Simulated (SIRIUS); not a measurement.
# Li (P6_3/mmc) in SIRIUS: equation of state

How stiff is Li in PBE, and what volume does it want? The cell is scaled to several volumes.

All numbers are computed with SIRIUS 7.10.0; they aren't measurements. Logs are shortened: lines on timing, memory, paths and dates and some standing lists are left out, and cuts for length are marked. The log counts tension as positive stress, the text compression.

**1. The crystal as given**

Symmetry: P6_3/mmc, No. 194, hexagonal system. The conventional cell has a = 3.111 Å, b = 3.111 Å, c = 5.093 Å, α = 90.00°, β = 90.00°, γ = 120.00°. Li (site symmetry -6m2) is surrounded by 12 Li at 3.11 to 3.12 Å.

This isn't the form of Li at room conditions, which is bcc.

**2. Single point, PBE, 20.06 Å³/atom (volume scaled by 0.94)**

File sirius.json:

```json
{
  "control": {
    "processing_unit": "cpu",
    "verbosity": 2,
    "num_bands_to_print": 9,
    "print_forces": true,
    "print_stress": true
  },
  "parameters": {
    "electronic_structure_method": "pseudopotential",
    "xc_functionals": ["XC_GGA_X_PBE", "XC_GGA_C_PBE"],
    "gk_cutoff": 8.7,
    "pw_cutoff": 17.4,
    "ngridk": [10, 10, 5],
    "shiftk": [0, 0, 0],
    "smearing": "fermi_dirac",
    "smearing_width": 0.0018374661,
    "num_bands": 9,
    "num_mag_dims": 0,
    "num_dft_iter": 100,
    "energy_tol": 1e-08,
    "density_tol": 1e-06
  },
  "iterative_solver": {
    "type": "davidson",
    "min_tolerance": 1e-10
  },
  "mixer": {
    "type": "anderson",
    "beta": 0.7,
    "max_history": 8
  },
  "settings": {
    "tol_ne": 1e-10
  },
  "unit_cell": {
    "lattice_vectors": [
      [5.758925973021, 0.0, 0.0],
      [-2.87946298651, 4.987376191232, 0.0],
      [0.0, 0.0, 9.427904204693]
    ],
    "atom_coordinate_units": "lattice",
    "atom_types": ["Li"],
    "atom_files": {
      "Li": "Li.json"
    },
    "atoms": {
      "Li": [
        [0.6666666667, 0.3333333333, 0.75],
        [0.3333333333, 0.6666666667, 0.25]
      ]
    }
  }
}
```

Potentials or basis: PseudoDojo 0.4.1 PBE standard (scalar relativistic).

Run with:

```sh
$ upf_to_json Li.upf
$ OMP_NUM_THREADS=1 sirius.scf --input=sirius.json --output=out.json --task=0
```

The program printed:

```text
[info] SIRIUS version : 7.10.0
[info] number of MPI ranks           : 1
[info] MPI grid                      : 1 1
[info] maximum number of OMP threads : 1
[fft] FFT context for density and potential
[fft] =====================================
[fft]   comm size                             : 1
[fft]   plane wave cutoff                     : 17.4
[fft]   grid size                             : 36 36 60   total : 77760
[fft]   grid limits                           : -17 18   -17 18   -29 30
[fft]   number of G-vectors within the cutoff : 12003
[fft]   local number of G-vectors             : 12003
[fft]   number of G-shells                    : 1267
[fft] FFT context for coarse grid
[fft] =====================================
[fft]   comm size                             : 1
[fft]   plane wave cutoff                     : 17.4
[fft]   grid size                             : 36 36 60   total : 77760
[fft]   grid limits                           : -17 18   -17 18   -29 30
[fft]   number of G-vectors within the cutoff : 12003
[fft]   local number of G-vectors             : 12003
[fft]   number of G-shells                    : 1267
[unit cell] lattice vectors
[unit cell]   a1 :       5.7589259730      0.0000000000      0.0000000000
[unit cell]   a2 :      -2.8794629865      4.9873761912      0.0000000000
[unit cell]   a3 :       0.0000000000      0.0000000000      9.4279042047
[unit cell] reciprocal lattice vectors
[unit cell]   b1 :       1.0910342200      0.6299089006     -0.0000000000
[unit cell]   b2 :       0.0000000000      1.2598178012      0.0000000000
[unit cell]   b3 :       0.0000000000     -0.0000000000      0.6664456035
[unit cell] unit cell volume :       270.78760730 [a.u.^3]
[unit cell] 1/sqrt(omega)    :         0.06076949
[unit cell] MT volume        :         0.00000000 ( 0.00%)
[unit cell] IT volume        :       270.78760730 (100.00%)
[unit cell] number of atom types : 1
[unit cell] type id : 0 symbol : Li mt_radius :  19.430000 num_atoms : 2
[unit cell] total number of atoms : 2
[unit cell] number of symmetry classes : 1
[unit cell] number of PAW atoms : 0
[unit cell] atom id  type id  class id             position                      vector_field
[unit cell] ------------------------------------------------------------------------------------------
[unit cell]      0        0        0      0.66667   0.33333   0.75000      0.00000   0.00000   0.00000
[unit cell]      1        0        0      0.33333   0.66667   0.25000      0.00000   0.00000   0.00000
[unit cell] atom id         position (Cartesian, a.u.)
[unit cell] ---------------------------------------------
[unit cell]      0       2.879463    1.662459    7.070928
[unit cell]      1      -0.000000    3.324917    2.356976
[unit cell] class id : 0 atom id : 0 1
[unit cell] minimum bond length:     5.758926
[unit cell] total number of pseudo wave-functions: 4
[sym] space group number   : 194
[sym] international symbol : P6_3/mmc
[sym] Hall symbol          : -P 6c 2c
[sym] space group transformation matrix :
[sym]   1.0000  0.0000  0.0000
[sym]   0.0000  1.0000  0.0000
[sym]   0.0000  0.0000  1.0000
[sym] space group origin shift :
[sym]   0.0000  0.0000  0.0000
[sym] number of space group operations  : 24
[sym] number of magnetic group operations : 24
[sym] metric tensor error: 8.1879e-10
[sym] rotation matrix error: 2.8507e-11
[sym] symmetry operations
[... list of symmetry operations ...]
[atom type] label          : Li
[atom type] --------------------------------------------------------------------------------
[atom type] symbol         : Li
[atom type] name           :
[atom type] zn             : 3
[atom type] mass           : 0
[atom type] mt_radius      : 19.43
[atom type] num_mt_points  : 1944
[atom type] grid_origin    : 0
[atom type] grid_name      : external
[atom type] number of core electrons    : 0
[atom type] number of valence electrons : 3
[atom type] total number of radial functions : 4
[atom type] lmax of radial functions         : 1
[atom type] max. number of radial functions  : 2
[atom type] total number of basis functions  : 8
[... 213 lines left out ...]
[find] iteration : 8, RMS : 6.201799725994e-09, energy difference : 5.965006266706e-12
[find] Hartree energy of density residual : 8.466380899903e-16
[find] | SCF iteration   9 out of 100|
[diagonalize] iterative solver tolerance (occupied, empty): 4.29795e-10 4.29795e-10
[diagonalize] average number of iterations: 1.69048
[find] Total energy                   :     -14.40839663 (Ha),     -28.81679326 (Ry)
[find] Free energy (E-TS)             :     -14.40866310 (Ha),     -28.81732620 (Ry)
[find] band gap (eV)                  :       0.00000000
[find] Efermi                         :       0.03552852
[find] iteration : 9, RMS : 1.581677211859e-09, energy difference : -2.771116669464e-12
[find] Hartree energy of density residual : 2.997619484463e-16
[find] bands are converged : true
[find] iterative solver converged : false
[find] +------------------------------+
[find] | SCF iteration  10 out of 100|
[find] +------------------------------+
[diagonalize] iterative solver tolerance (occupied, empty): 1.58168e-10 1.58168e-10
[diagonalize] average number of iterations: 1.85714
[diagonalize] Lowest band energies
[diagonalize] ik:    0   -1.672636   -1.671952   -0.095714    0.034843    0.143393    0.498229    0.498229    0.549810    0.549810
[diagonalize] ik:    1   -1.672577   -1.671923   -0.089830    0.042627    0.145617    0.440971    0.461685    0.548049    0.562961
[diagonalize] ik:    2   -1.672418   -1.671852   -0.072156    0.065935    0.150872    0.347802    0.414656    0.510521    0.514218
[diagonalize] ik:    3   -1.672211   -1.671774   -0.042750    0.104581    0.149105    0.274432    0.378624    0.412967    0.430145
[diagonalize] ik:    4   -1.672026   -1.671730   -0.002591    0.114516    0.157759    0.255496    0.317652    0.356491    0.361610
[diagonalize] ...
[diagonalize] ik:   37   -1.671868   -1.671800    0.047441    0.070908    0.169738    0.189796    0.336012    0.371825    0.425375
[diagonalize] ik:   38   -1.671983   -1.671871    0.001783    0.035037    0.259777    0.278464    0.292505    0.345050    0.414437
[diagonalize] ik:   39   -1.671868   -1.671800    0.041623    0.072019    0.190703    0.215672    0.285441    0.319029    0.426454
[diagonalize] ik:   40   -1.671819   -1.671777    0.076299    0.089432    0.162130    0.170184    0.283353    0.311924    0.449506
[diagonalize] ik:   41   -1.671798   -1.671772    0.086180    0.108072    0.145958    0.173530    0.266671    0.279339    0.453472
[find] Charges and magnetic moments
[find] --------------------------------------------------------------------------------
[find] total charge          : 6.000000
[find] Energy
[find] --------------------------------------------------------------------------------
[find] valence_eval_sum               :      -6.71829069
[find] <rho|V^{XC}>                   :      -4.29445094
[find] <rho|E^{XC}>                   :      -3.34027460
[find] <mag|B^{XC}>                   :       0.00000000
[find] <rho|V^{H}>                    :       7.16433244
[find] one-electron contribution      :      -9.58817218 (Ha),     -19.17634436 (Ry)
[find] hartree contribution           :       3.58216622
[find] xc contribution                :      -3.34027460
[find] ewald contribution             :      -5.06211604
[find] PAW contribution               :       0.00000000
[find] smearing (-TS)                 :      -0.00026647
[find] SCF correction                 :      -0.00000004
[find] Total energy                   :     -14.40839663 (Ha),     -28.81679326 (Ry)
[find] Free energy (E-TS)             :     -14.40866310 (Ha),     -28.81732620 (Ry)
[find] band gap (eV)                  :       0.00000000
[find] Efermi                         :       0.03552852
[find] iteration : 10, RMS : 7.559598496427e-10, energy difference : 6.842526545370e-12
[find] Hartree energy of density residual : 5.759997311240e-17
[find] bands are converged : true
[find] iterative solver converged : true
[find] converged after 11 SCF iterations!
[find] Charges and magnetic moments
[find] --------------------------------------------------------------------------------
[find] total charge          : 6.000000
[find] Energy
[find] --------------------------------------------------------------------------------
[find] valence_eval_sum               :      -6.71829069
[find] <rho|V^{XC}>                   :      -4.29445094
[find] <rho|E^{XC}>                   :      -3.34027460
[find] <mag|B^{XC}>                   :       0.00000000
[find] <rho|V^{H}>                    :       7.16433244
[find] one-electron contribution      :      -9.58817218 (Ha),     -19.17634436 (Ry)
[find] hartree contribution           :       3.58216622
[find] xc contribution                :      -3.34027460
[find] ewald contribution             :      -5.06211604
[find] PAW contribution               :       0.00000000
[find] smearing (-TS)                 :      -0.00026647
[find] SCF correction                 :      -0.00000004
[find] Total energy                   :     -14.40839663 (Ha),     -28.81679326 (Ry)
[find] Free energy (E-TS)             :     -14.40866310 (Ha),     -28.81732620 (Ry)
[find] band gap (eV)                  :       0.00000000
[find] Efermi                         :       0.03552852
[ground_state] === stress tensor components [kbar] ===
[ground_state] === stress_kin ===
[ground_state] -7557.602339    0.000000   -0.000000
[ground_state]     0.000000-7557.602339    0.000000
[ground_state]    -0.000000    0.000000-7555.038906
[ground_state] === stress_har ===
[ground_state] -1297.846039    0.000000    0.000000
[ground_state]     0.000000-1297.846039   -0.000000
[ground_state]     0.000000   -0.000000-1296.323365
[ground_state] === stress_ewald ===
[ground_state]  1832.634864   -0.000000    0.000000
[ground_state]    -0.000000 1832.634864   -0.000000
[ground_state]     0.000000   -0.000000 1834.707822
[ground_state] === stress_vloc ===
[ground_state]   516.921525   -0.000000    0.000000
[ground_state]    -0.000000  516.921524   -0.000000
[ground_state]     0.000000   -0.000000  512.989358
[ground_state] === stress_xc ===
[ground_state]  1161.155651   -0.000000    0.000000
[ground_state]    -0.000000 1161.155651    0.000000
[ground_state]     0.000000    0.000000 1161.172803
[ground_state] === stress_nonloc ===
[ground_state]  5342.923874   -0.000000    0.000000
[ground_state]    -0.000000 5342.923874    0.000000
[ground_state]     0.000000    0.000000 5342.878566
[ground_state] === stress_us_nl ===
[ground_state]  5342.923874   -0.000000    0.000000
[ground_state]    -0.000000 5342.923874    0.000000
[ground_state]     0.000000    0.000000 5342.878566
[ground_state] === stress_total ===
[ground_state]    -1.812465    0.000000   -0.000000
[ground_state]     0.000000   -1.812465    0.000000
[ground_state]    -0.000000    0.000000    0.386278
[ground_state] ==== total Forces in Ha/bohr =====
[ground_state] atom:    0, force:       0.0000000      0.0000000      0.0000000
[ground_state] atom:    1, force:      -0.0000000     -0.0000000     -0.0000000
[ground_state] ==== ultrasoft contribution from Qij =====
[ground_state] atom:    0, force:       0.0000000      0.0000000      0.0000000
[ground_state] atom:    1, force:       0.0000000      0.0000000      0.0000000
[ground_state] ==== non-local contribution from Beta-projector =====
[ground_state] atom:    0, force:       0.0000000      0.0000000      0.0000000
[ground_state] atom:    1, force:       0.0000000     -0.0000000     -0.0000000
[ground_state] ==== contribution from local potential =====
[ground_state] atom:    0, force:       0.0000000      0.0000000      0.0000000
[ground_state] atom:    1, force:      -0.0000000      0.0000000      0.0000000
[ground_state] ==== contribution from core density =====
[ground_state] atom:    0, force:       0.0000000      0.0000000      0.0000000
[ground_state] atom:    1, force:       0.0000000      0.0000000      0.0000000
[ground_state] ==== Ewald forces from ions =====
[ground_state] atom:    0, force:       0.0000000     -0.0000000      0.0000000
[ground_state] atom:    1, force:      -0.0000000      0.0000000      0.0000000
[~DFT_ground_state] local op. applied: 10819
[~DFT_ground_state] evp. work count: 4945.87
[~DFT_ground_state] number of iterative solver steps: 1695
```

Run time: 22 s. Hardware: 1 thread of Arm Neoverse V1, shared host; peak memory 0.24 GiB.

Results:

```yaml
Free_energy: -392.0797 eV
Pressure: 0.1 GPa
Band_gap_on_the_k_mesh: none (metal or under the smearing width)
```

**3. Single point, PBE, 20.49 Å³/atom (volume scaled by 0.96)**

Changes to sirius.json since step 2:

```diff
@@ -37,5 +37,5 @@
     "lattice_vectors": [
-      [5.758925973021, 0.0, 0.0],
-      [-2.87946298651, 4.987376191232, 0.0],
-      [0.0, 0.0, 9.427904204693]
+      [5.799483126008, 0.0, 0.0],
+      [-2.89974156291, 5.022499716049, 0.0],
+      [0.0, 0.0, 9.49430008376]
     ],
```

Potentials or basis: PseudoDojo 0.4.1 PBE standard (scalar relativistic).

Run with:

```sh
$ upf_to_json Li.upf
$ OMP_NUM_THREADS=1 sirius.scf --input=sirius.json --output=out.json --task=0
```

It took 23 s on 1 thread of Arm Neoverse V1, shared host; peak memory 0.24 GiB.

The run converged. Its results:

```
Free energy            : -392.0795 eV
Pressure               : -0.2 GPa
Band gap on the k mesh : none (metal or under the smearing width)
```

(Part 1 of 2 ends here.)
